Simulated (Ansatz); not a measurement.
Bi: a run of Ansatz with trial settings.

```yaml
crystal:
  lattice:
    - [4.6584121839, 0.0, 0.0]
    - [0.0, 4.52638858, 0.0]
    - [-0.3459734563, 0.0, 6.5119480672]
  atoms:
    - { symbol: Bi, position: [0.75011231, 0.75, 0.75111967] }
    - { symbol: Bi, position: [0.24988769, 0.25, 0.24888033] }
    - { symbol: Bi, position: [0.74862508, 0.75, 0.25126662] }
    - { symbol: Bi, position: [0.25137492, 0.25, 0.74873338] }
total_charge: -1
basis:
  ecutwfc: 230
kpoints:
  mp_grid: { grid: [4, 4, 2] }
hamiltonian:
  xc: pbe
scf:
  occupations: { method: gaussian, width: 0.65 }
  n_extra_bands: 5
  max_iter: 100
output:
  forces: true
  stress: true
  eigenvalues: true
```

Command:

```bash
ansatz run input.yaml --threads 1 --pin off --max-ram 1331MiB --backend cpu --events-out ev --progress --plain --runs-dir out
```

From the log (HF is the Harris–Foulkes energy, dr2 the density residual in eV):

```text
Warning: basis.ecutwfc = 230 eV is below the records' recommended 420 eV, and the density's cutoff is lower with it unless basis.ecutrho_ratio is high enough to keep the records' density cutoff: compare with a run at a higher cutoff
scf.n_extra_bands = 5 over 31 filled bands (N_el = 61.0): the run solves 36 bands
Pseudopotential: Bi, paw, valence charge 15, recommended cutoff 420 eV (normal)
Crystal: 4 atoms, lattice volume = 137.310 Å³
Basis set: ecut = 230 eV, 1093 PW (Γ), exchange–correlation on 48×48×72 points (8 copies of the dense FFT grid, shifted against one another)
Bands: 36, of which v1, the nominal top of the filled ones, is band 31 counted from 1 (30 counted from 0)
Symmetry: 4 space group operations
Space group: P21/m (ITA 11), of the structure as read, at distance tolerance 5.2e-5 Å
k-points: 18 of 32
Initial density: superposition of atomic densities (neutral atoms scaled as one to the charged cell's electrons: chi_scale 0, normalization atom), corrected by the library's trained network
SCF iter   1: HF=-49566.937520 eV  Δρ=5.10e-2  dr2=2.97e0
SCF iter   2: HF=-49565.744897 eV  Δρ=2.24e-2  dr2=7.02e-1
SCF iter   3: HF=-49565.427776 eV  Δρ=3.93e-3  dr2=4.59e-2
SCF iter   4: HF=-49565.415739 eV  Δρ=1.14e-3  dr2=2.87e-3
SCF iter   5: HF=-49565.416145 eV  Δρ=3.43e-4  dr2=2.13e-4
SCF iter   6: HF=-49565.416337 eV  Δρ=7.53e-5  dr2=8.88e-6
SCF iter   7: HF=-49565.416142 eV  Δρ=1.41e-5  dr2=2.07e-7
SCF iter   8: F=-49565.416142 eV  HF=-49565.416142 eV  Δρ=3.08e-6  dr2=1.16e-8
SCF 1 converged in 8 iterations: F = -49565.416142 eV  dr2 = 1.16e-8
SCF converged after 8 iterations
Free energy (F): -49565.416142 eV
E sigma→0 (E₀):  -49565.139750 eV
Entropy (-TS):   -0.552784 eV (-138.196 meV/atom)
Fermi energy:    10.353828 eV
--- Forces (eV/Å), atoms counted from 1 ---
  atom   1  Bi     0.01402979     0.00000000     0.00086355
  atom   2  Bi    -0.01402979    -0.00000000    -0.00086355
  atom   3  Bi     0.01025872     0.00000000    -0.00487670
  atom   4  Bi    -0.01025872    -0.00000000     0.00487670
--- Stress (GPa, compression-positive) ---
       -0.917144      -0.000000       0.229499
       -0.000000       0.134247       0.000000
        0.229499       0.000000       8.170970
  P = ⅓ Tr σ = 2.4627 GPa (24.627 kbar)
```

The inputs are trials, many of them unsound on purpose. Their numbers show the effect of the settings and aren't properties of the material. The charged cell sits in a uniform compensating background.